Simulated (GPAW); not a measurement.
# TiC (P-6m2) in GPAW: relaxation of cell and atoms with RPBE

Aim: the relaxation of cell and atoms of TiC with RPBE.

Everything below comes from runs of GPAW 26.7.0. Logs are shortened: lines on timing, memory, paths and dates and some standing lists are left out, and cuts for length are marked. The log counts tension as positive stress, the text compression.

## Step 1: The crystal as given

It takes space group P-6m2 (No. 187, hexagonal). Conventional cell: a = 3.042 Å, b = 3.042 Å, c = 2.698 Å, α = 90.00°, β = 90.00°, γ = 120.00°. Around Ti (site symmetry -6m2) lie 6 C at 2.21 Å. C (site symmetry -6m2) has 6 Ti at 2.21 Å as nearest neighbours.

The cell was built by a generator and needn't be a form met in nature.

## Step 2: Relaxation of cell and atoms, RPBE

run.py reads:

```python
from ase import Atoms
from ase.filters import FrechetCellFilter
from ase.io import write
from ase.optimize import LBFGS
from gpaw import GPAW, PW

atoms = Atoms(['Ti', 'C'],
              cell=[[3.0420856234, 0.0, 0.0],
                    [-1.5210428117, 2.6345234303, 0.0],
                    [0.0, 0.0, 2.69797]],
              scaled_positions=[[0.0, 0.0, 0.5],
                                [0.3333333333, 0.6666666667, 0.0]],
              pbc=True)

calc = GPAW(mode=PW(800),
            xc='RPBE',
            kpts={'size': (10, 10, 10), 'gamma': True},
            occupations={'name': 'fermi-dirac', 'width': 0.05},
            nbands=18,
            convergence={'density': 1e-05, 'forces': 0.0001},
            maxiter=150,
            txt='gpaw.txt')
atoms.calc = calc
opt = LBFGS(FrechetCellFilter(atoms), trajectory='relax.traj', logfile='-')
done = opt.run(fmax=0.02, steps=60)
calc.write('gs.gpw')
write('result.traj', atoms)
print('Converged:', done)
print('Cell:', atoms.cell.cellpar().round(4))
print('Volume:', round(atoms.get_volume(), 4))
print(atoms.get_scaled_positions().round(5))
```

Potentials or basis: the program's PAW data sets (release 1.2.1) made for this functional, pw.

Started as:

```sh
$ OMP_NUM_THREADS=1 python run.py
```

gpaw.txt:

```text
__  _  _
 | _ |_)|_||  |
 |__||  | ||/\| - 26.7.0

Input parameters:
  mode=PW(ecut=800.0),
  convergence={'density': 1e-05, 'forces': 0.0001},
  kpts=MonkhorstPack(size=(10, 10, 10), gamma=True),
  maxiter=150,
  nbands=18,
  occupations=Occupations(name='fermi-dirac', width=0.05),
  xc=XC(name='RPBE')

Diagonalizing LCAO Hamiltonian
Converting LCAO to pw mode

       Ti
         C

Atoms  # Å, Bohr magnetons
|   | symbol |         x |        y |        z |    initial magnetic moments |
|---|--------|-----------|----------|----------|-----------------------------|
| 0 |     Ti |  0.000000 | 0.000000 | 1.348985 | ( 0.0000,  0.0000,  0.0000) |
| 1 |      C | -0.000000 | 1.756349 | 0.000000 | ( 0.0000,  0.0000,  0.0000) |

Unit cell  # Å
| periodic |         x |        y |        z |  lengths |     angles |
|----------|-----------|----------|----------|----------|------------|
|      yes |  3.042086 | 0.000000 | 0.000000 | 3.042086 |  90.000000 |
|      yes | -1.521043 | 2.634523 | 0.000000 | 3.042086 |  90.000000 |
|      yes |  0.000000 | 0.000000 | 2.697970 | 2.697970 | 120.000000 |

Number of symmetries: 12
Symmetry operations  # r_c * U_cc + t_c -> r_c
|    | kind |            matrix            |
|----|------|------------------------------|
|  0 |  σ   |  1, 1, 0,  0,-1, 0,  0, 0, 1 |
|  1 |  C2  |  1, 1, 0,  0,-1, 0,  0, 0,-1 |
|  2 |  E   |  1, 0, 0,  0, 1, 0,  0, 0, 1 |
|  3 |  σ   |  1, 0, 0,  0, 1, 0,  0, 0,-1 |
|  4 |  C3  |  0, 1, 0, -1,-1, 0,  0, 0, 1 |
|  5 |  S3  |  0, 1, 0, -1,-1, 0,  0, 0,-1 |
|  6 |  σ   |  0,-1, 0, -1, 0, 0,  0, 0, 1 |
|  7 |  C2  |  0,-1, 0, -1, 0, 0,  0, 0,-1 |
|  8 |  σ   | -1, 0, 0,  1, 1, 0,  0, 0, 1 |
[... 193 lines left out ...]
No gap
No difference between direct/indirect transitions

Stress tensor  # eV/Ang^3
|         x |         y |         z |
|-----------|-----------|-----------|
| -0.029185 | -0.000000 |  0.000000 |
|  0.000000 | -0.029185 |  0.000000 |
|  0.000000 |  0.000000 | -0.029840 |

Forces  # eV/Ang
|       x |        y |       z |
|---------|----------|---------|
| 0.00000 | -0.00000 | 0.00000 |  # Ti   0
| 0.00000 |  0.00000 | 0.00000 |  # C    1

Interpolating wave functions to new cell

       Ti
         C

Atoms  # Å, Bohr magnetons
|   | symbol |         x |         y |        z |    initial magnetic moments |
|---|--------|-----------|-----------|----------|-----------------------------|
| 0 |     Ti | -0.000000 | -0.000000 | 1.352097 | ( 0.0000,  0.0000,  0.0000) |
| 1 |      C | -0.000000 |  1.760312 | 0.000000 | ( 0.0000,  0.0000,  0.0000) |

Unit cell  # Å
| periodic |         x |        y |        z |  lengths |     angles |
|----------|-----------|----------|----------|----------|------------|
|      yes |  3.048949 | 0.000000 | 0.000000 | 3.048949 |  90.000000 |
|      yes | -1.524475 | 2.640468 | 0.000000 | 3.048949 |  90.000000 |
|      yes |  0.000000 | 0.000000 | 2.704194 | 2.704194 | 120.000000 |

Number of symmetries: 12
Symmetry operations  # r_c * U_cc + t_c -> r_c
|    | kind |            matrix            |
|----|------|------------------------------|
|  0 |  σ   |  1, 1, 0,  0,-1, 0,  0, 0, 1 |
|  1 |  C2  |  1, 1, 0,  0,-1, 0,  0, 0,-1 |
|  2 |  E   |  1, 0, 0,  0, 1, 0,  0, 0, 1 |
|  3 |  σ   |  1, 0, 0,  0, 1, 0,  0, 0,-1 |
|  4 |  C3  |  0, 1, 0, -1,-1, 0,  0, 0, 1 |
|  5 |  S3  |  0, 1, 0, -1,-1, 0,  0, 0,-1 |
|  6 |  σ   |  0,-1, 0, -1, 0, 0,  0, 0, 1 |
|  7 |  C2  |  0,-1, 0, -1, 0, 0,  0, 0,-1 |
|  8 |  σ   | -1, 0, 0,  1, 1, 0,  0, 0, 1 |
[... 190 lines left out ...]
No gap
No difference between direct/indirect transitions

Stress tensor  # eV/Ang^3
|         x |         y |         z |
|-----------|-----------|-----------|
| -0.020379 |  0.000000 |  0.000000 |
|  0.000000 | -0.020379 |  0.000000 |
|  0.000000 |  0.000000 | -0.018828 |

Forces  # eV/Ang
|       x |        y |       z |
|---------|----------|---------|
| 0.00000 | -0.00000 | 0.00000 |  # Ti   0
| 0.00000 |  0.00000 | 0.00000 |  # C    1

Interpolating wave functions to new cell

       Ti
         C

Atoms  # Å, Bohr magnetons
|   | symbol |         x |         y |        z |    initial magnetic moments |
|---|--------|-----------|-----------|----------|-----------------------------|
| 0 |     Ti |  0.000000 | -0.000000 | 1.358324 | ( 0.0000,  0.0000,  0.0000) |
| 1 |      C | -0.000000 |  1.769084 | 0.000000 | ( 0.0000,  0.0000,  0.0000) |

Unit cell  # Å
| periodic |         x |         y |        z |  lengths |     angles |
|----------|-----------|-----------|----------|----------|------------|
|      yes |  3.064143 | -0.000000 | 0.000000 | 3.064143 |  90.000000 |
|      yes | -1.532072 |  2.653626 | 0.000000 | 3.064143 |  90.000000 |
|      yes |  0.000000 |  0.000000 | 2.716648 | 2.716648 | 120.000000 |

Number of symmetries: 12
Symmetry operations  # r_c * U_cc + t_c -> r_c
|    | kind |            matrix            |
|----|------|------------------------------|
|  0 |  σ   |  1, 1, 0,  0,-1, 0,  0, 0, 1 |
|  1 |  C2  |  1, 1, 0,  0,-1, 0,  0, 0,-1 |
|  2 |  E   |  1, 0, 0,  0, 1, 0,  0, 0, 1 |
|  3 |  σ   |  1, 0, 0,  0, 1, 0,  0, 0,-1 |
|  4 |  C3  |  0, 1, 0, -1,-1, 0,  0, 0, 1 |
|  5 |  S3  |  0, 1, 0, -1,-1, 0,  0, 0,-1 |
|  6 |  σ   |  0,-1, 0, -1, 0, 0,  0, 0, 1 |
|  7 |  C2  |  0,-1, 0, -1, 0, 0,  0, 0,-1 |
|  8 |  σ   | -1, 0, 0,  1, 1, 0,  0, 0, 1 |
[... 191 lines left out ...]
No gap
No difference between direct/indirect transitions

Stress tensor  # eV/Ang^3
|         x |         y |        z |
|-----------|-----------|----------|
| -0.002236 | -0.000000 | 0.000000 |
|  0.000000 | -0.002236 | 0.000000 |
|  0.000000 |  0.000000 | 0.003139 |

Forces  # eV/Ang
|        x |       y |       z |
|----------|---------|---------|
| -0.00000 | 0.00000 | 0.00000 |  # Ti   0
| -0.00000 | 0.00000 | 0.00000 |  # C    1

Interpolating wave functions to new cell

       Ti
         C

Atoms  # Å, Bohr magnetons
|   | symbol |         x |         y |        z |    initial magnetic moments |
|---|--------|-----------|-----------|----------|-----------------------------|
| 0 |     Ti |  0.000000 | -0.000000 | 1.358134 | ( 0.0000,  0.0000,  0.0000) |
| 1 |      C | -0.000000 |  1.769621 | 0.000000 | ( 0.0000,  0.0000,  0.0000) |

Unit cell  # Å
| periodic |         x |         y |        z |  lengths |     angles |
|----------|-----------|-----------|----------|----------|------------|
|      yes |  3.065073 | -0.000000 | 0.000000 | 3.065073 |  90.000000 |
|      yes | -1.532537 |  2.654431 | 0.000000 | 3.065073 |  90.000000 |
|      yes |  0.000000 |  0.000000 | 2.716268 | 2.716268 | 120.000000 |

Number of symmetries: 12
Symmetry operations  # r_c * U_cc + t_c -> r_c
|    | kind |            matrix            |
|----|------|------------------------------|
|  0 |  σ   |  1, 1, 0,  0,-1, 0,  0, 0, 1 |
|  1 |  C2  |  1, 1, 0,  0,-1, 0,  0, 0,-1 |
|  2 |  E   |  1, 0, 0,  0, 1, 0,  0, 0, 1 |
|  3 |  σ   |  1, 0, 0,  0, 1, 0,  0, 0,-1 |
|  4 |  C3  |  0, 1, 0, -1,-1, 0,  0, 0, 1 |
|  5 |  S3  |  0, 1, 0, -1,-1, 0,  0, 0,-1 |
|  6 |  σ   |  0,-1, 0, -1, 0, 0,  0, 0, 1 |
|  7 |  C2  |  0,-1, 0, -1, 0, 0,  0, 0,-1 |
|  8 |  σ   | -1, 0, 0,  1, 1, 0,  0, 0, 1 |
[... 189 lines left out ...]
No gap
No difference between direct/indirect transitions

Stress tensor  # eV/Ang^3
|         x |         y |        z |
|-----------|-----------|----------|
| -0.001549 |  0.000000 | 0.000000 |
|  0.000000 | -0.001549 | 0.000000 |
|  0.000000 |  0.000000 | 0.003331 |

Forces  # eV/Ang
|        x |       y |       z |
|----------|---------|---------|
| -0.00000 | 0.00000 | 0.00000 |  # Ti   0
| -0.00000 | 0.00000 | 0.00000 |  # C    1

Interpolating wave functions to new cell

       Ti
         C

Atoms  # Å, Bohr magnetons
|   | symbol |         x |        y |        z |    initial magnetic moments |
|---|--------|-----------|----------|----------|-----------------------------|
| 0 |     Ti |  0.000000 | 0.000000 | 1.356312 | ( 0.0000,  0.0000,  0.0000) |
| 1 |      C | -0.000000 | 1.771768 | 0.000000 | ( 0.0000,  0.0000,  0.0000) |

Unit cell  # Å
| periodic |         x |        y |        z |  lengths |     angles |
|----------|-----------|----------|----------|----------|------------|
|      yes |  3.068792 | 0.000000 | 0.000000 | 3.068792 |  90.000000 |
|      yes | -1.534396 | 2.657651 | 0.000000 | 3.068792 |  90.000000 |
|      yes |  0.000000 | 0.000000 | 2.712625 | 2.712625 | 120.000000 |

Number of symmetries: 12
Symmetry operations  # r_c * U_cc + t_c -> r_c
|    | kind |            matrix            |
|----|------|------------------------------|
|  0 |  σ   |  1, 1, 0,  0,-1, 0,  0, 0, 1 |
|  1 |  C2  |  1, 1, 0,  0,-1, 0,  0, 0,-1 |
|  2 |  E   |  1, 0, 0,  0, 1, 0,  0, 0, 1 |
|  3 |  σ   |  1, 0, 0,  0, 1, 0,  0, 0,-1 |
|  4 |  C3  |  0, 1, 0, -1,-1, 0,  0, 0, 1 |
|  5 |  S3  |  0, 1, 0, -1,-1, 0,  0, 0,-1 |
|  6 |  σ   |  0,-1, 0, -1, 0, 0,  0, 0, 1 |
|  7 |  C2  |  0,-1, 0, -1, 0, 0,  0, 0,-1 |
|  8 |  σ   | -1, 0, 0,  1, 1, 0,  0, 0, 1 |
[... 190 lines left out ...]
No gap
No difference between direct/indirect transitions

Stress tensor  # eV/Ang^3
|        x |        y |        z |
|----------|----------|----------|
| 0.000440 | 0.000000 | 0.000000 |
| 0.000000 | 0.000440 | 0.000000 |
| 0.000000 | 0.000000 | 0.002086 |

Forces  # eV/Ang
|       x |        y |       z |
|---------|----------|---------|
| 0.00000 | -0.00000 | 0.00000 |  # Ti   0
| 0.00000 |  0.00000 | 0.00000 |  # C    1

Interpolating wave functions to new cell

       Ti
         C

Atoms  # Å, Bohr magnetons
|   | symbol |         x |         y |        z |    initial magnetic moments |
|---|--------|-----------|-----------|----------|-----------------------------|
| 0 |     Ti |  0.000000 | -0.000000 | 1.355370 | ( 0.0000,  0.0000,  0.0000) |
| 1 |      C | -0.000000 |  1.772156 | 0.000000 | ( 0.0000,  0.0000,  0.0000) |

Unit cell  # Å
| periodic |         x |        y |        z |  lengths |     angles |
|----------|-----------|----------|----------|----------|------------|
|      yes |  3.069463 | 0.000000 | 0.000000 | 3.069463 |  90.000000 |
|      yes | -1.534732 | 2.658233 | 0.000000 | 3.069463 |  90.000000 |
|      yes |  0.000000 | 0.000000 | 2.710740 | 2.710740 | 120.000000 |

Number of symmetries: 12
Symmetry operations  # r_c * U_cc + t_c -> r_c
|    | kind |            matrix            |
|----|------|------------------------------|
|  0 |  σ   |  1, 1, 0,  0,-1, 0,  0, 0, 1 |
|  1 |  C2  |  1, 1, 0,  0,-1, 0,  0, 0,-1 |
|  2 |  E   |  1, 0, 0,  0, 1, 0,  0, 0, 1 |
|  3 |  σ   |  1, 0, 0,  0, 1, 0,  0, 0,-1 |
|  4 |  C3  |  0, 1, 0, -1,-1, 0,  0, 0, 1 |
|  5 |  S3  |  0, 1, 0, -1,-1, 0,  0, 0,-1 |
|  6 |  σ   |  0,-1, 0, -1, 0, 0,  0, 0, 1 |
|  7 |  C2  |  0,-1, 0, -1, 0, 0,  0, 0,-1 |
|  8 |  σ   | -1, 0, 0,  1, 1, 0,  0, 0, 1 |
[... 189 lines left out ...]
No gap
No difference between direct/indirect transitions

Stress tensor  # eV/Ang^3
|        x |        y |        z |
|----------|----------|----------|
| 0.000361 | 0.000000 | 0.000000 |
| 0.000000 | 0.000361 | 0.000000 |
| 0.000000 | 0.000000 | 0.000709 |

Forces  # eV/Ang
|       x |        y |       z |
|---------|----------|---------|
| 0.00000 | -0.00000 | 0.00000 |  # Ti   0
| 0.00000 |  0.00000 | 0.00000 |  # C    1

# Writing to gs.gpw (mode='')
```

It took 2 min on 1 thread of Arm Neoverse V2, shared host; peak memory 0.26 GiB.

What came out:

| Property | Result |
| --- | --- |
| Free energy | -15.3414 eV |
| Relaxed volume | 11.06 Å³/atom |
| Relaxed cell | a = 3.069 Å, b = 3.069 Å, c = 2.711 Å, α = 90.00°, β = 90.00°, γ = 120.00° |
| Space group after relaxing (to 0.05 Å) | P-6m2 (No. 187) |
| Energy gained by relaxing | 4.2 meV/atom |
| Ionic steps | 6 |
| Pressure after relaxing | -0.1 GPa |
| Band gap on the k mesh | none (metal or under the smearing width) |

The path:
| step | energy change (eV) | largest force (eV/Å) | pressure (GPa) | volume (Å³) |
| --- | --- | --- | --- | --- |
| 1 | 0.0000 | 0.0000 | 4.71 | 21.62 |
| 2 | -0.0041 | 0.0000 | 3.18 | 21.77 |
| 3 | -0.0083 | 0.0000 | 0.07 | 22.09 |
| 4 | -0.0084 | 0.0000 | -0.01 | 22.10 |
| 5 | -0.0085 | 0.0000 | -0.16 | 22.12 |
| 6 | -0.0085 | 0.0000 | -0.08 | 22.12 |

Final structure:
```
Ti C
1.0
     3.06946    0.00000    0.00000
    -1.53473    2.65823    0.00000
     0.00000    0.00000    2.71074
Ti C
1 1
Direct
  0.00000 0.00000 0.50000
  0.33333 0.66667 0.00000
```

Caveat: later steps reuse the first step's grids.
